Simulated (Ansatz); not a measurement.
# MoTe2: a single-point run

Wanted: a converged single-point run for MoTe2, and a check of what comes out. The structure is shown as the input types it. The cell is built on a prototype (rutile) and needn't be the phase found in nature.

Program: Ansatz 0.2.0. Level of theory: density functional or hybrid calculation with the settings of its input, plane waves (as first typed). These are calculated values, not measurements.

3 further runs of the same task are left out: 1 for a known fault of the program, 2 that didn't finish.

**1. The starting structure**

It takes space group P4_2/mnm (No. 136, tetragonal). Conventional cell: a = 6.642 Å, b = 6.642 Å, c = 3.627 Å, α = 90.00°, β = 90.00°, γ = 90.00°. Mo (site symmetry mmm) has 6 Te at 2.69 to 2.71 Å as nearest neighbours. Te (site symmetry m2m) has 3 Mo at 2.69 to 2.71 Å as nearest neighbours.

The input asks for a charge of -2 e on the cell.

Coordinates:

```xyz
6
Lattice="6.6420 0.0000 0.0000 0.0000 6.6420 0.0000 0.0000 0.0000 3.6275" Properties=species:S:1:pos:R:3 pbc="T T T"
Mo    0.0000    0.0000    0.0000
Mo    3.3210    3.3210    1.8137
Te    1.9017    1.9017    0.0000
Te    1.4193    5.2227    1.8137
Te    5.2227    1.4193    1.8137
Te    4.7403    4.7403    0.0000
```

**2. The calculation**

input.yaml

```yaml
crystal:
  lattice:
    - [6.6419834218, 0.0, 0.0]
    - [0.0, 6.6419834218, 0.0]
    - [0.0, 0.0, 3.6274815994]
  atoms:
    - { symbol: Mo, position: [0.0, 0.0, 0.0] }
    - { symbol: Mo, position: [0.5, 0.5, 0.5] }
    - { symbol: Te, position: [0.2863161999, 0.2863161999, 0.0] }
    - { symbol: Te, position: [0.2136838001, 0.7863161999, 0.5] }
    - { symbol: Te, position: [0.7863161999, 0.2136838001, 0.5] }
    - { symbol: Te, position: [0.7136838001, 0.7136838001, 0.0] }
kpoints:
  mp_grid: { grid: [4, 4, 6] }
hamiltonian:
  xc: pbe
scf:
  occupations: { method: fermi_dirac, width: 0.02 }
  n_extra_bands: 5
  max_iter: 73
output:
  forces: true
  stress: true
  eigenvalues: true
total_charge: -2
```

Command:

```
$ ansatz run input.yaml --threads 4 --pin off --max-ram 4608MiB --backend cpu --events-out ev --progress --plain --runs-dir out
```

Q: Will this input give a usable result? If not, why, and what should change?

The run converged and reported no error. That alone doesn't make the input a sound one.

Look at the input: total_charge is -2. With this charge the calculation describes a differently charged system.

To check: delete total_charge (the default then holds).
